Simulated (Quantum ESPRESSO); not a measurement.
# Zr (P6_3/mmc) in Quantum ESPRESSO: further runs

Runs on Zr. Level: PBEsol. Tasks: phonons.

Program: Quantum ESPRESSO 7.5. These are calculated values, not measurements. Logs are shortened: lines on timing, memory, paths and dates and some standing lists are left out, and cuts for length are marked.

### Step 1. Starting point

It takes space group P6_3/mmc (No. 194, hexagonal). Conventional cell: a = 3.232 Å, b = 3.232 Å, c = 5.147 Å, α = 90.00°, β = 90.00°, γ = 120.00°. Zr (site symmetry -6m2) is surrounded by 12 Zr at 3.18 to 3.23 Å.

### Step 2. Phonons, PBEsol

Input file pw.in:

```
&CONTROL
  calculation = 'scf'
  prefix = 'pwscf'
  outdir = './tmp'
  pseudo_dir = './pseudo'
  tprnfor = .true.
  tstress = .true.
  disk_io = 'low'
/
&SYSTEM
  ibrav = 0
  celldm(1) = 8
  nat = 2
  ntyp = 1
  ecutwfc = 45
  ecutrho = 360
  nbnd = 19
  occupations = 'smearing'
  smearing = 'mv'
  degauss = 0.01469973
/
&ELECTRONS
  conv_thr = 4d-10
  electron_maxstep = 120
  mixing_beta = 0.5
/
ATOMIC_SPECIES
Zr    91.2240 zr_pbesol_v1.uspp.F.UPF
CELL_PARAMETERS alat
  0.7634493543488   0.0000000000000   0.0000000000000
 -0.3817246771744   0.6611665353615   0.0000000000000
  0.0000000000000   0.0000000000000   1.2158025454311
ATOMIC_POSITIONS crystal
Zr     0.6666666667    0.3333333333    0.7500000000
Zr     0.3333333333    0.6666666667    0.2500000000
K_POINTS automatic
9 9 5 0 0 0
```

Input file relax.in:

```
&CONTROL
  calculation = 'vc-relax'
  prefix = 'pwscf'
  outdir = './tmp'
  pseudo_dir = './pseudo'
  tprnfor = .true.
  tstress = .true.
  disk_io = 'low'
  nstep = 40
  forc_conv_thr = 0.0001
  etot_conv_thr = 1d-06
/
&SYSTEM
  ibrav = 0
  celldm(1) = 8
  nat = 2
  ntyp = 1
  ecutwfc = 45
  ecutrho = 360
  nbnd = 19
  occupations = 'smearing'
  smearing = 'mv'
  degauss = 0.01469973
/
&ELECTRONS
  conv_thr = 4d-10
  electron_maxstep = 120
  mixing_beta = 0.5
/
&IONS
  ion_dynamics = 'bfgs'
/
&CELL
  cell_dynamics = 'bfgs'
  press = 0
  press_conv_thr = 0.2
/
ATOMIC_SPECIES
Zr    91.2240 zr_pbesol_v1.uspp.F.UPF
CELL_PARAMETERS alat
  0.7634493543488   0.0000000000000   0.0000000000000
 -0.3817246771744   0.6611665353615   0.0000000000000
  0.0000000000000   0.0000000000000   1.2158025454311
ATOMIC_POSITIONS crystal
Zr     0.6666666667    0.3333333333    0.7500000000
Zr     0.3333333333    0.6666666667    0.2500000000
K_POINTS automatic
9 9 5 0 0 0
```

Input file scf2.in:

```
&CONTROL
  calculation = 'scf'
  prefix = 'pwscf'
  outdir = './tmp'
  pseudo_dir = './pseudo'
  tprnfor = .true.
  tstress = .true.
  disk_io = 'low'
/
&SYSTEM
  ibrav = 0
  celldm(1) = 8
  nat = 2
  ntyp = 1
  ecutwfc = 45
  ecutrho = 360
  nbnd = 19
  occupations = 'smearing'
  smearing = 'mv'
  degauss = 0.01469973
/
&ELECTRONS
  conv_thr = 1d-13
  electron_maxstep = 120
  mixing_beta = 0.5
  startingpot = 'file'
  startingwfc = 'file'
/
ATOMIC_SPECIES
Zr    91.2240 zr_pbesol_v1.uspp.F.UPF
CELL_PARAMETERS alat
  0.7524310024954  -0.0000000000000   0.0000000000000
 -0.3762155012477   0.6516243627560   0.0000000000000
  0.0000000000000   0.0000000000000   1.2074318251247
ATOMIC_POSITIONS crystal
Zr     0.6666666666    0.3333333332    0.7500000000
Zr     0.3333333332    0.6666666666    0.2500000000
K_POINTS automatic
9 9 5 0 0 0
```

Input file ph.in:

```
phonons of Zr
&INPUTPH
  prefix = 'pwscf'
  outdir = './tmp'
  tr2_ph = 1d-18
  fildyn = 'dyn'
  niter_ph = 90
  alpha_mix(1) = 0.4
/
0.0000000000 0.0000000000 0.0000000000
```

Input file dynmat.in:

```
&INPUT
  fildyn = 'dyn'
  asr = 'crystal'
  filout = 'dynmat.disp'
  fileig = 'dynmat.eig'
/
```

Potentials or basis: GBRV 1.5 PBEsol.

The run is started by

```bash
> OMP_NUM_THREADS=1 mpirun -n 4 pw.x -nk 4 -in pw.in > pw.out
> OMP_NUM_THREADS=1 mpirun -n 4 pw.x -nk 4 -in relax.in > relax.out
> OMP_NUM_THREADS=1 mpirun -n 4 pw.x -nk 4 -in scf2.in > scf2.out
> OMP_NUM_THREADS=1 mpirun -n 4 ph.x -nk 4 -in ph.in > ph.out
> OMP_NUM_THREADS=1 mpirun -n 1 dynmat.x -in dynmat.in > dynmat.out
```

pw.out:

```text
This program is part of the open-source Quantum ESPRESSO suite
     for quantum simulation of materials; please cite
[... 6 lines left out ...]
     using ibrav=0 with symmetry is DISCOURAGED, use correct ibrav instead

     K-points division:     npool     =       4
     Subspace diagonalization in iterative solution of the eigenvalue problem:
     a serial algorithm will be used

     G-vector sticks info
     --------------------
     sticks:   dense  smooth     PW     G-vecs:    dense   smooth      PW
     Sum         925     463    151                36347    12827    2189

     Using Slab Decomposition

     bravais-lattice index     =            0
     lattice parameter (alat)  =       8.0000  a.u.
     unit-cell volume          =     314.2130 (a.u.)^3
     number of atoms/cell      =            2
     number of atomic types    =            1
     number of electrons       =        24.00
     number of Kohn-Sham states=           19
     kinetic-energy cutoff     =      45.0000  Ry
     charge density cutoff     =     360.0000  Ry
     scf convergence threshold =      4.0E-10
     mixing beta               =       0.5000
     number of iterations used =            8  plain     mixing
     Exchange-correlation= SLA  PW   PSX  PSC
                           (   1   4  10   8   0   0   0)

     celldm(1)=   8.000000  celldm(2)=   0.000000  celldm(3)=   0.000000
     celldm(4)=   0.000000  celldm(5)=   0.000000  celldm(6)=   0.000000

     crystal axes: (cart. coord. in units of alat)
               a(1) = (   0.763449   0.000000   0.000000 )
               a(2) = (  -0.381725   0.661167   0.000000 )
               a(3) = (   0.000000   0.000000   1.215803 )

     reciprocal axes: (cart. coord. in units 2 pi/alat)
               b(1) = (  1.309845  0.756239 -0.000000 )
               b(2) = (  0.000000  1.512478  0.000000 )
               b(3) = (  0.000000 -0.000000  0.822502 )

     PseudoPot. # 1 for Zr read from file:
     zr_pbesol_v1.uspp.F.UPF
     Pseudo is Ultrasoft + core correction, Zval = 12.0
     Generated by new atomic code, or converted to UPF format
     Using radial grid of  887 points,  6 beta functions with:
                l(1) =   0
                l(2) =   0
                l(3) =   1
                l(4) =   1
                l(5) =   2
                l(6) =   2
     Q(r) pseudized with  6 coefficients,  rinner =    1.200   1.200   1.200
                                                       1.200   1.200

     atomic species   valence    mass     pseudopotential
     Zr               12.00    91.22400     Zr( 1.00)

     24 Sym. Ops., with inversion, found (12 have fractional translation)

   Cartesian axes

     site n.     atom                  positions (alat units)
         1        Zr     tau(   1) = (   0.3817247   0.2203888   0.9118519  )
         2        Zr     tau(   2) = (  -0.0000000   0.4407777   0.3039506  )

     number of k points=    36  Marzari-Vanderbilt smearing, width (Ry)=  0.0147
                       cart. coord. in units 2pi/alat
        k(    1) = (   0.0000000   0.0000000   0.0000000), wk =   0.0049383
        k(    2) = (   0.0000000   0.0000000   0.1645004), wk =   0.0098765
        k(    3) = (   0.0000000   0.0000000   0.3290008), wk =   0.0098765
        k(    4) = (   0.0000000   0.1680531   0.0000000), wk =   0.0296296
        k(    5) = (   0.0000000   0.1680531   0.1645004), wk =   0.0592593
        k(    6) = (   0.0000000   0.1680531   0.3290008), wk =   0.0592593
[... 28 lines left out ...]
        k(   35) = (   0.4366149   0.7562391   0.1645004), wk =   0.0197531
        k(   36) = (   0.4366149   0.7562391   0.3290008), wk =   0.0197531

     Dense  grid:    36347 G-vectors     FFT dimensions: (  40,  40,  60)

     Smooth grid:    12827 G-vectors     FFT dimensions: (  27,  27,  48)

     Initial potential from superposition of free atoms

     starting charge      23.9961, renormalised to      24.0000

     negative rho (up, down):  1.209E-01 0.000E+00
     Starting wfcs are   26 randomized atomic wfcs

     Self-consistent Calculation

     iteration #  1     ecut=    45.00 Ry     beta= 0.50
     Davidson diagonalization with overlap
     ethr =  1.00E-02,  avg # of iterations =  2.0

     Threshold (ethr) on eigenvalues was too large:
     Diagonalizing with lowered threshold

     Davidson diagonalization with overlap
     ethr =  1.36E-04,  avg # of iterations =  2.1

     negative rho (up, down):  1.219E-01 0.000E+00

     total energy              =    -198.25832606 Ry
     estimated scf accuracy    <       0.03764297 Ry

     iteration #  2     ecut=    45.00 Ry     beta= 0.50
     Davidson diagonalization with overlap
     ethr =  1.57E-04,  avg # of iterations =  2.0

     negative rho (up, down):  1.232E-01 0.000E+00

     total energy              =    -198.26131276 Ry
     estimated scf accuracy    <       0.00278814 Ry

     iteration #  3     ecut=    45.00 Ry     beta= 0.50
     Davidson diagonalization with overlap
     ethr =  1.16E-05,  avg # of iterations =  2.4

     negative rho (up, down):  1.239E-01 0.000E+00

     total energy              =    -198.26164655 Ry
     estimated scf accuracy    <       0.00017975 Ry

     iteration #  4     ecut=    45.00 Ry     beta= 0.50
     Davidson diagonalization with overlap
     ethr =  7.49E-07,  avg # of iterations =  2.4

     negative rho (up, down):  1.237E-01 0.000E+00

     total energy              =    -198.26166502 Ry
     estimated scf accuracy    <       0.00000631 Ry

     iteration #  5     ecut=    45.00 Ry     beta= 0.50
     Davidson diagonalization with overlap
     ethr =  2.63E-08,  avg # of iterations =  3.3

     negative rho (up, down):  1.237E-01 0.000E+00

     total energy              =    -198.26166684 Ry
     estimated scf accuracy    <       0.00000276 Ry

     iteration #  6     ecut=    45.00 Ry     beta= 0.50
     Davidson diagonalization with overlap
     ethr =  1.15E-08,  avg # of iterations =  2.0

     negative rho (up, down):  1.237E-01 0.000E+00

     total energy              =    -198.26166752 Ry
     estimated scf accuracy    <       0.00000009 Ry

     iteration #  7     ecut=    45.00 Ry     beta= 0.50
     Davidson diagonalization with overlap
     ethr =  3.57E-10,  avg # of iterations =  2.0

     negative rho (up, down):  1.236E-01 0.000E+00

     End of self-consistent calculation

          k = 0.0000 0.0000 0.0000 (  1617 PWs)   bands (ev):

   -34.7166 -34.5603 -13.2765 -12.3952 -12.3952 -12.2597 -12.2520 -12.2520
     8.3571  10.9887  14.8854  14.8854  15.0366  15.2066  15.5802  15.5802
    16.1521  16.1521  18.4667

          k = 0.0000 0.0000 0.1645 (  1611 PWs)   bands (ev):

   -34.7019 -34.5755 -13.1852 -12.3816 -12.3816 -12.3634 -12.2659 -12.2659
     8.6875  10.9468  14.6598  14.7467  14.7467  14.7871  15.3472  15.3472
    16.6224  16.6224  18.5354

          k = 0.0000 0.0000 0.3290 (  1640 PWs)   bands (ev):

   -34.6632 -34.6149 -12.9411 -12.6276 -12.3461 -12.3461 -12.3019 -12.3019
     9.5555  10.5191  14.0517  14.2623  14.7023  14.7023  14.9394  14.9394
    17.5388  17.5388  18.3129

          k = 0.0000 0.1681 0.0000 (  1629 PWs)   bands (ev):

   -34.7027 -34.5546 -13.2388 -12.4776 -12.4221 -12.3372 -12.2762 -12.2630
     8.6992  11.2966  14.2450  14.5573  15.2052  15.2703  15.5516  15.8458
    15.8704  15.8797  18.6721

          k = 0.0000 0.1681 0.1645 (  1611 PWs)   bands (ev):

   -34.6887 -34.5690 -13.1570 -12.4609 -12.4244 -12.4071 -12.2979 -12.2784
     9.0138  11.2692  14.0027  14.2884  14.8467  14.9963  15.3587  15.6033
    16.4688  16.5374  18.6657

          k = 0.0000 0.1681 0.3290 (  1610 PWs)   bands (ev):

   -34.6521 -34.6063 -12.9387 -12.6600 -12.4094 -12.3676 -12.3486 -12.3185
     9.8517  10.8255  13.6209  14.0625  14.5151  14.9415  14.9510  15.1910
    17.4363  17.5369  18.2995

          k = 0.0000 0.3361 0.0000 (  1607 PWs)   bands (ev):

   -34.6659 -34.5414 -13.1348 -12.6860 -12.5436 -12.4867 -12.3263 -12.2936
     9.6072  11.9181  13.3997  13.5680  14.7761  15.3239  15.4102  16.1244
    16.3087  16.7268  19.0121

          k = 0.0000 0.3361 0.1645 (  1610 PWs)   bands (ev):

   -34.6542 -34.5535 -13.0889 -12.6585 -12.6029 -12.4685 -12.3446 -12.3123
     9.8552  11.9518  13.0458  13.6727  14.5333  15.2178  15.3064  16.2558
    16.7108  16.7548  18.8637

          k = 0.0000 0.3361 0.3290 (  1605 PWs)   bands (ev):

   -34.6233 -34.5848 -12.9621 -12.7891 -12.5323 -12.4208 -12.4182 -12.3611
    10.5381  11.4458  13.0630  13.6501  14.2457  14.7733  15.4606  15.8553
    17.4206  17.6755  18.2894

          k = 0.0000 0.5042 0.0000 (  1599 PWs)   bands (ev):

   -34.6202 -34.5300 -12.9916 -12.9216 -12.7643 -12.5560 -12.4077 -12.3312
    10.6933  11.9014  12.4568  13.5183  14.8467  14.9005  15.0375  17.4884
    17.5103  17.9351  19.2374

          k = 0.0000 0.5042 0.1645 (  1608 PWs)   bands (ev):

   -34.6116 -34.5387 -13.0633 -12.8595 -12.7561 -12.5350 -12.4040 -12.3531
    10.7401  11.9430  12.5089  13.4671  14.5775  15.0673  15.2478  17.4087
    17.5953  17.7482  19.0169

          k = 0.0000 0.5042 0.3290 (  1602 PWs)   bands (ev):

   -34.5892 -34.5613 -13.0662 -12.9790 -12.5833 -12.4795 -12.4510 -12.4100
    11.0061  11.5445  12.8739  13.3898  14.5806  14.9964  15.6900  16.5816
    18.0486  18.0909  18.5421
[... 99 lines left out ...]
   -34.5909 -34.5341 -13.0161 -12.9272 -12.7077 -12.6537 -12.4808 -12.4107
    11.4799  12.1313  12.7900  13.0070  14.2838  14.7071  15.0271  17.0354
    18.1021  18.6887  19.5969

          k = 0.2911 0.5042 0.3290 (  1595 PWs)   bands (ev):

   -34.5734 -34.5517 -13.0545 -13.0046 -12.6478 -12.6094 -12.4720 -12.4019
    11.6080  11.8680  13.1766  13.4354  14.0634  14.1308  15.3928  16.3311
    18.2322  19.2403  19.5708

          k = 0.2911 0.6722 0.0000 (  1602 PWs)   bands (ev):

   -34.5658 -34.5304 -12.9949 -12.8538 -12.7842 -12.7244 -12.5562 -12.5366
    11.9713  12.1917  12.3840  13.1055  14.1829  14.6382  15.5722  17.9059
    18.8016  18.8630  20.3628

          k = 0.2911 0.6722 0.1645 (  1598 PWs)   bands (ev):

   -34.5624 -34.5338 -13.0370 -12.9475 -12.7900 -12.6372 -12.5653 -12.4668
    11.7841  12.4416  12.5351  13.0519  14.1672  14.4796  15.5825  17.7171
    18.1149  19.1038  20.4972

          k = 0.2911 0.6722 0.3290 (  1595 PWs)   bands (ev):

   -34.5535 -34.5426 -13.0849 -13.0488 -12.7521 -12.6702 -12.4639 -12.4135
    11.8016  12.1206  13.0042  13.5137  13.7784  14.2729  15.7950  16.4961
    18.3804  19.0101  20.7587

          k = 0.4366 0.7562 0.0000 (  1608 PWs)   bands (ev):

   -34.5431 -34.5431 -12.9620 -12.8065 -12.8065 -12.6647 -12.6647 -12.6370
    11.9220  12.6716  12.6716  12.8933  14.2844  14.2844  15.8260  18.3549
    18.3549  18.7482  20.3758

          k = 0.4366 0.7562 0.1645 (  1599 PWs)   bands (ev):

   -34.5431 -34.5431 -12.9319 -12.9247 -12.9247 -12.6690 -12.5419 -12.5419
    12.1173  12.6438  12.6438  12.9119  14.1649  14.1649  15.7753  17.7616
    18.4425  18.4425  20.7145

          k = 0.4366 0.7562 0.3290 (  1587 PWs)   bands (ev):

   -34.5430 -34.5430 -13.0259 -13.0259 -12.8523 -12.7519 -12.4332 -12.4332
    12.5590  12.5839  12.5839  12.8687  14.0245  14.0245  15.8347  16.4741
    18.4409  18.4409  21.7297

     the Fermi energy is    14.0208 ev

!    total energy              =    -198.26166754 Ry
     estimated scf accuracy    <          3.9E-10 Ry
     smearing contrib. (-TS)   =       0.00002976 Ry
     internal energy E=F+TS    =    -198.26169730 Ry

     The total energy is F=E-TS. E is the sum of the following terms:
     one-electron contribution =     -35.98460852 Ry
     hartree contribution      =      27.15028631 Ry
     xc contribution           =     -35.28999449 Ry
     ewald contribution        =    -154.13738060 Ry

     convergence has been achieved in   7 iterations

     negative rho (up, down):  1.236E-01 0.000E+00

     Forces acting on atoms (cartesian axes, Ry/au):

     atom    1 type  1   force =     0.00000000    0.00000000    0.00000000
     atom    2 type  1   force =    -0.00000000   -0.00000000    0.00000000

     Total force =     0.000000     Total SCF correction =     0.000000

     Computing stress (Cartesian axis) and pressure

     negative rho (up, down):  1.236E-01 0.000E+00
          total   stress  (Ry/bohr**3)                   (kbar)     P=      -33.82
  -0.00023978   0.00000000   0.00000000          -35.27        0.00        0.00
   0.00000000  -0.00023978   0.00000000            0.00      -35.27        0.00
  -0.00000000   0.00000000  -0.00021021           -0.00        0.00      -30.92

=------------------------------------------------------------------------------=
   JOB DONE.
=------------------------------------------------------------------------------=
```

It took 4 min on 4 MPI ranks of Intel Xeon at 2.50GHz (Skylake/Cascade Lake), shared host; peak memory 0.4 GiB.

What came out:

- Free energy: -2697.5055 eV
- Relaxed volume: 22.46 Å³/atom
- Relaxed cell: a = 3.185 Å, b = 3.185 Å, c = 5.112 Å, α = 90.00°, β = 90.00°, γ = 120.00°
- Space group after relaxing (to 0.05 Å): P6_3/mmc (No. 194)
- Pressure after relaxing: 0.0 GPa
- Band gap on the k mesh: none (metal or under the smearing width)
- Highest phonon frequency at Γ: 169 cm⁻¹

Step by step:
| step | energy change (eV) | largest force (eV/Å) | pressure (GPa) | volume (Å³) |
| --- | --- | --- | --- | --- |
| 1 | 0.0000 | 0.0000 | -3.38 | 46.56 |
| 2 | -0.0130 | 0.0000 | -1.78 | 45.76 |
| 3 | -0.0179 | 0.0000 | 0.09 | 44.89 |
| 4 | -0.0179 | 0.0000 | 0.03 | 44.92 |
| 5 | -0.0181 | 0.0000 | 0.00 | 44.92 |
| 6 | -0.0181 | 0.0000 | -0.01 | 44.92 |
| 7 | -0.0181 | 0.0000 | 0.00 | 44.92 |

Final structure:
```cif
data_structure
_symmetry_space_group_name_H-M 'P 1'
_symmetry_Int_Tables_number 1
_cell_length_a 3.1854
_cell_length_b 3.1854
_cell_length_c 5.1116
_cell_angle_alpha 90.000
_cell_angle_beta 90.000
_cell_angle_gamma 120.000
_cell_volume 44.92
loop_
_atom_site_label
_atom_site_type_symbol
_atom_site_fract_x
_atom_site_fract_y
_atom_site_fract_z
_atom_site_occupancy
Zr1 Zr 0.66667 0.33333 0.75000 1
Zr2 Zr 0.33333 0.66667 0.25000 1
```

Levels at points of the mesh, in eV from the Fermi level:
```
           k point  band 10  band 11  band 12  band 13  band 14  band 15
(0.00, 0.00, 0.00)    -3.13     0.89     0.89     0.97     1.27     1.60
```

Phonon frequencies in cm⁻¹ (negative: imaginary):
| q point | frequencies |
| --- | --- |
| (0.000, 0.000, 0.000) | 0 1 1 73 73 169 |

Optical modes at Γ, degenerate ones joined:
```csv
cm⁻¹,components,symmetry,active in
73,2,E2g,Raman
169,1,B1g,silent
```

Caveat: the mesh is thin for the phonons of a metal.

(Part 1 of 3 ends here.)
